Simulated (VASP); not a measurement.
# TePt (mix) (R-3m) in VASP: single point with PBEsol+D3(BJ)

Aim: the single point of TePt (mix) with PBEsol+D3(BJ).

All numbers are computed with VASP 6.6.1; they aren't measurements. Logs are shortened: lines on timing, memory, paths and dates and some standing lists are left out, and cuts for length are marked.

**1. The crystal as given**

Symmetry: R-3m, No. 166, trigonal system. Conventional cell: a = 3.924 Å, b = 3.924 Å, c = 19.161 Å, α = 90.00°, β = 90.00°, γ = 120.00°. Around Te (site symmetry 3m) lie 3 Pt at 2.58 Å. Pt (site symmetry 3m) has 3 Te at 2.58 Å and 3 Pt at 2.68 Å as nearest neighbours.

**2. Single point, PBEsol+D3(BJ)**

Input file INCAR:

```
  PREC = Accurate
  ENCUT = 520
  EDIFF = 1E-7
  ISMEAR = 0
  SIGMA = 0.1
  LREAL = F
  LASPH = T
  NELM = 100
  ALGO = Fast
  ISIF = 2
  LWAVE = F
  LCHARG = T
  GGA = PS
  IVDW = 12
  LELF = T
  LVHAR = T
  NBANDS = 24
```

Input file KPOINTS:

```
Automatic mesh
0
Gamma
  12 12 12
```

Input file POSCAR:

```
TePt
1.0
    1.9620412010      1.1327850156      6.3868443048
   -1.9620412010      1.1327850156      6.3868443048
    0.0000000000     -2.2655700311      6.3868443048
Te Pt
2 2
Direct
    0.6018255667      0.6018255667      0.6018255667
    0.3981744333      0.3981744333      0.3981744333
    0.8708214155      0.8708214155      0.8708214155
    0.1291785845      0.1291785845      0.1291785845
```

Potentials or basis: VASP PAW PBE potentials, release 64 (Te, Pt).

The run is started by

```console
$ cat potpaw_PBE.64/Te/POTCAR potpaw_PBE.64/Pt/POTCAR > POTCAR
$ mpirun -np 1 vasp_std > vasp.out
```

OUTCAR:

```text
PREC = Accurate
   ENCUT = 520
   EDIFF = 1E-7
   ISMEAR = 0
   LREAL = F
   LASPH = T
   NELM = 100
   ISIF = 2
   GGA = PS
   IVDW = 12
 IVDW          = 12

 ion  position               nearest neighbor table
   1  0.602  0.602  0.602-   3 2.58   3 2.58   3 2.58   2 3.36   2 3.36   2 3.36   4 3.50   4 3.50
                             4 3.50
   2  0.398  0.398  0.398-   4 2.58   4 2.58   4 2.58   1 3.36   1 3.36   1 3.36   3 3.50   3 3.50
                             3 3.50
   3  0.871  0.871  0.871-   1 2.58   1 2.58   1 2.58   4 2.68   4 2.68   4 2.68   2 3.50   2 3.50
                             2 3.50
   4  0.129  0.129  0.129-   2 2.58   2 2.58   2 2.58   3 2.68   3 2.68   3 2.68   1 3.50   1 3.50
                             1 3.50

  LATTYP: Found a trigonal (rhomboedric) cell.
 ALAT       =     6.7767682371
 COS(alpha) =     0.8323509970

  Lattice vectors:

 A1 = (   1.9620412010,   1.1327850156,   6.3868443048)
 A2 = (  -1.9620412010,   1.1327850156,   6.3868443048)
 A3 = (   0.0000000000,  -2.2655700311,   6.3868443048)

Analysis of symmetry for initial positions (statically):
=====================================================================
 Subroutine PRICEL returns:
 Original cell was already a primitive cell.

 Routine SETGRP: Setting up the symmetry group for a
 trigonal (rhombohedral) supercell.

 Subroutine GETGRP returns: Found 12 space group operations
 (whereof 12 operations were pure point group operations)
 out of a pool of 12 trial point group operations.

The static configuration has the point symmetry D_3d.

Analysis of symmetry for dynamics (positions and initial velocities):
=====================================================================
 Subroutine PRICEL returns:
 Original cell was already a primitive cell.

 Routine SETGRP: Setting up the symmetry group for a
 trigonal (rhombohedral) supercell.

 Subroutine GETGRP returns: Found 12 space group operations
 (whereof 12 operations were pure point group operations)
 out of a pool of 12 trial point group operations.

The dynamic configuration has the point symmetry D_3d.

 Subroutine INISYM returns: Found 12 space group operations
 (whereof 12 operations are pure point group operations),
 and found     1 'primitive' translations

----------------------------------------------------------------------------------------

                                     Primitive cell

  volume of cell :      85.1713

  direct lattice vectors                    reciprocal lattice vectors
     1.962041201  1.132785016  6.386844305     0.254836647  0.147130006  0.052190615
    -1.962041201  1.132785016  6.386844305    -0.254836647  0.147130006  0.052190615
     0.000000000 -2.265570031  6.386844305     0.000000000 -0.294260013  0.052190615

  length of vectors
     6.776768237  6.776768237  6.776768237     0.298852498  0.298852498  0.298852498

  position of ions in fractional coordinates (direct lattice)
     0.601825567  0.601825567  0.601825567
     0.398174433  0.398174433  0.398174433
     0.870821416  0.870821416  0.870821416
     0.129178585  0.129178585  0.129178585

  ion indices of the primitive-cell ions
   primitive index   ion index
                 1           1
                 2           2
                 3           3
                 4           4

----------------------------------------------------------------------------------------

 KPOINTS: Automatic mesh

Automatic generation of k-mesh.
 Grid dimensions read from file:
 generate k-points for:   12   12   12

 Generating k-lattice:

  Cartesian coordinates                     Fractional coordinates (reciprocal lattice)
     0.021236387  0.012260834  0.004349218     0.083333333 -0.000000000 -0.000000000
    -0.021236387  0.012260834  0.004349218    -0.000000000  0.083333333 -0.000000000
     0.000000000 -0.024521668  0.004349218    -0.000000000 -0.000000000  0.083333333

  Length of vectors
     0.024904375  0.024904375  0.024904375

  Shift w.r.t. Gamma in fractional coordinates (k-lattice)
     0.000000000  0.000000000  0.000000000

 Subroutine IBZKPT returns following result:
 ===========================================

 Found    189 irreducible k-points:

 Following reciprocal coordinates:
            Coordinates               Weight
  0.000000  0.000000  0.000000      1.000000
  0.083333  0.000000  0.000000      6.000000
  0.166667  0.000000  0.000000      6.000000
  0.250000 -0.000000  0.000000      6.000000
  0.333333  0.000000  0.000000      6.000000
  0.416667  0.000000  0.000000      6.000000
[... 16 lines left out ...]
  0.500000  0.166667  0.000000     12.000000
 -0.416667  0.166667 -0.000000     12.000000
 [... further k-points ...]
   k-points           NKPTS =    189   k-points in BZ     NKDIM =    189   number of bands    NBANDS=     24
   number of dos      NEDOS =    301   number of ions     NIONS =      4
   total plane-waves  NPLWV = 125000
   dimension x,y,z NGX =    50 NGY =   50 NGZ =   50
   dimension x,y,z NGXF=   100 NGYF=  100 NGZF=  100
   ions per type =               2   2
   NGX,Y,Z   is equivalent  to a cutoff of  12.27, 12.27, 12.27 a.u.
   NGXF,Y,Z  is equivalent  to a cutoff of  24.53, 24.53, 24.53 a.u.
 SYSTEM =  unknown system
   PREC   = accura    normal or accurate (medium, high low for compatibility)
   ISTART =      0    job   : 0-new  1-cont  2-samecut
   ICHARG =      2    charge: 1-file 2-atom 10-const
   ISPIN  =      1    spin polarized calculation?
   LNONCOLLINEAR =      F non collinear calculations
   LSORBIT =      F    spin-orbit coupling
   LASPH  =      T    aspherical Exc in radial PAW
   ENCUT  =  520.0 eV  38.22 Ry    6.18 a.u.  12.60 12.60 12.60*2*pi/ulx,y,z
   NELM   =    100;   NELMIN=  2; NELMDL= -5     # of ELM steps
   EDIFF  = 0.1E-06   stopping-criterion for ELM
   LREAL  =      F    real-space projection
   EDIFFG = 0.1E-05   stopping-criterion for IOM
   NSW    =      0    number of steps for IOM
   IBRION =     -1    ionic relax: 0-MD 1-quasi-New 2-CG
   NFREE  =      0    steps in history (QN), initial steepest desc. (CG)
   ISIF   =      2    stress and relaxation
   ISYM   =      2    0-nonsym 1-usesym 2-fastsym
   POTIM  = 0.5000    time-step for ionic-motion
   TEBEG  =    0.0;   TEEND  =   0.0 temperature during run
   PSTRESS=    0.0 pullay stress
   NELECT =      32.0000    total number of electrons
   NUPDOWN=      -1.0000    fix difference up-down
   EMIN   =  10.00;   EMAX   =-10.00  energy-range for DOS
   EFERMI =   0.00;   METHOD = LEGACY
   ISMEAR =     0;   SIGMA  =   0.10  broadening in eV -4-tet -1-fermi 0-gaus
   EFERMI_NEDOS =   21; number of points for ismear=-14 and -15
   IALGO  =     68    algorithm
   IMIX   =      4    mixing-type and parameters
     AMIX     =   0.40;   BMIX     =  1.00
     AMIX_MAG =   1.60;   BMIX_MAG =  1.00
  volume/ion in A,a.u.               =      21.29       143.69
  Fermi-wavevector in a.u.,A,eV,Ry     =   1.181301  2.232334 18.986537  1.395471
  Thomas-Fermi vector in A             =   2.317577
   LORBIT       =      0    0 simple, 1 ext, 2 COOP (PROOUT), +10 PAW based schemes
   GGA     = PS    functional components
   LHFCALC =     F    Hartree Fock is set to
   AEXX    =    0.0000 exact exchange contribution
   IVDW    =    12    specifies the selected vdW correction
   LEPSILON=     F    determine dielectric tensor
   LRPA    =     F    only Hartree local field effects (RPA)
 non-spin polarized calculation
 RMM-DIIS sequential band-by-band and
 Gauss-broadening in eV      SIGMA  =   0.10
  energy-cutoff  :      520.00
  volume of cell :       85.17
 maximum number of plane-waves:      2322
   NGX = 25   NGY = 25   NGZ = 25

 number of electron      32.0000000 magnetization

 Free energy of the ion-electron system (eV)
  ---------------------------------------------------
  ext. energy  EPLUGINS =         0.00000000
  ---------------------------------------------------
  free energy    TOTEN  =       -22.30313868 eV

  energy without entropy =      -22.29385171  energy(sigma->0) =      -22.29849519

 E-fermi :   9.1571     XC(G=0): -11.3898

 val. band max:        9.1499247410   @ k =   0.1667   0.1667   0.1667
 cond. band min:       9.1615615071   @ k =   0.4167   0.0833   0.0000
 fundamental gap:      0.0116367661
 Fermi energy:         9.1571320020

 k-point     1 :       0.0000    0.0000    0.0000
  band No.  band energies     occupation
      1      -4.6105      2.00000
      2      -2.5913      2.00000
      3       1.9157      2.00000
      4       3.4601      2.00000
      5       3.4601      2.00000
      6       4.1955      2.00000
[... 16 lines left out ...]
     23      15.4911      0.00000
     24      16.9521      0.00000

 k-point     2 :       0.0833    0.0000    0.0000
  band No.  band energies     occupation
      1      -4.5332      2.00000
      2      -2.5711      2.00000
      3       2.0009      2.00000
      4       3.4747      2.00000
      5       3.5124      2.00000
      6       4.0907      2.00000
[... 16 lines left out ...]
     23      15.7098      0.00000
     24      16.3240      0.00000

 k-point     3 :       0.1667    0.0000    0.0000
  band No.  band energies     occupation
      1      -4.3107      2.00000
      2      -2.5093      2.00000
      3       2.2144      2.00000
      4       3.5296      2.00000
      5       3.5456      2.00000
      6       3.8849      2.00000
[... 16 lines left out ...]
     23      16.2280      0.00000
     24      16.5208      0.00000
[... 514 lines left out ...]
 k-point    23 :       0.5000    0.1667    0.0000
  band No.  band energies     occupation
      1      -3.0380      2.00000
      2      -2.3206      2.00000
      3       2.4123      2.00000
      4       2.8204      2.00000
      5       3.7873      2.00000
      6       4.3139      2.00000
[... 16 lines left out ...]
     23      16.9090      0.00000
     24      18.0052      0.00000

 k-point    24 :      -0.4167    0.1667   -0.0000
  band No.  band energies     occupation
      1      -2.8978      2.00000
      2      -2.3160      2.00000
      3       2.4481      2.00000
      4       2.7222      2.00000
      5       3.7834      2.00000
      6       4.3206      2.00000
[... 16 lines left out ...]
     23      17.0729      0.00000
     24      18.7564      0.00000

 [... further k-points ...]

------------------------ aborting loop because EDIFF is reached ----------------------------------------

 Edisp (eV)   -2.34346

 E8    (eV) :    -1.5944

  FORCE on cell =-STRESS in cart. coord.  units (eV):
  Direction    XX          YY          ZZ          XY          YZ          ZX
  --------------------------------------------------------------------------------------
  -------------------------------------------------------------------------------------
  Total      -0.08062    -0.08062    -0.06665     0.00000    -0.00000     0.00000
  in kB      -1.51662    -1.51662    -1.25372     0.00000    -0.00000     0.00000
  external pressure =       -1.43 kB  Pullay stress =        0.00 kB

 VOLUME and BASIS-vectors are now :
 -----------------------------------------------------------------------------
  energy-cutoff  :      520.00
  volume of cell :       85.17
      direct lattice vectors                 reciprocal lattice vectors
     1.962041201  1.132785016  6.386844305     0.254836647  0.147130006  0.052190615
    -1.962041201  1.132785016  6.386844305    -0.254836647  0.147130006  0.052190615
     0.000000000 -2.265570031  6.386844305     0.000000000 -0.294260013  0.052190615

 POSITION                                       TOTAL-FORCE (eV/Angst)
 -----------------------------------------------------------------------------------
      0.00000      0.00000     11.53130         0.000000     -0.000000     -0.008628
      0.00000      0.00000      7.62923         0.000000      0.000000      0.008628
      0.00000      0.00000     16.68540         0.000000     -0.000000     -0.001890
      0.00000      0.00000      2.47513         0.000000      0.000000      0.001890
 -----------------------------------------------------------------------------------
    total drift:                               -0.000000     -0.000000     -0.000000

  FREE ENERGIE OF THE ION-ELECTRON SYSTEM (eV)
  ---------------------------------------------------
  free  energy   TOTEN  =       -24.6466027741 eV

  energy  without entropy=      -24.6373158049  energy(sigma->0) =      -24.64195929
```

It took 18 min on 1 thread of Intel Xeon Platinum 8175M at 2.50GHz (Skylake/Cascade Lake), shared host; peak memory 0.59 GiB.

What came out:

```
Free energy                : -24.6466 eV
Pressure                   : -0.1 GPa
Largest force              : 0.009 eV/Å
Band gap on the k mesh     : none (metal or under the smearing width)
Dispersion energy per atom : -0.586 eV
```

Forces in eV/Å, atoms in the order of the input:
```
Te   0.000  0.000 -0.009
Te   0.000  0.000  0.009
Pt   0.000  0.000 -0.002
Pt   0.000  0.000  0.002
```

Caveat: the PAW data sets were made with another functional, which shifts forces and pressure a little; pairwise dispersion overbinds metals, which lowers pressure and volume. The run has no spin-orbit coupling, so splittings on Pt, Te are missing.
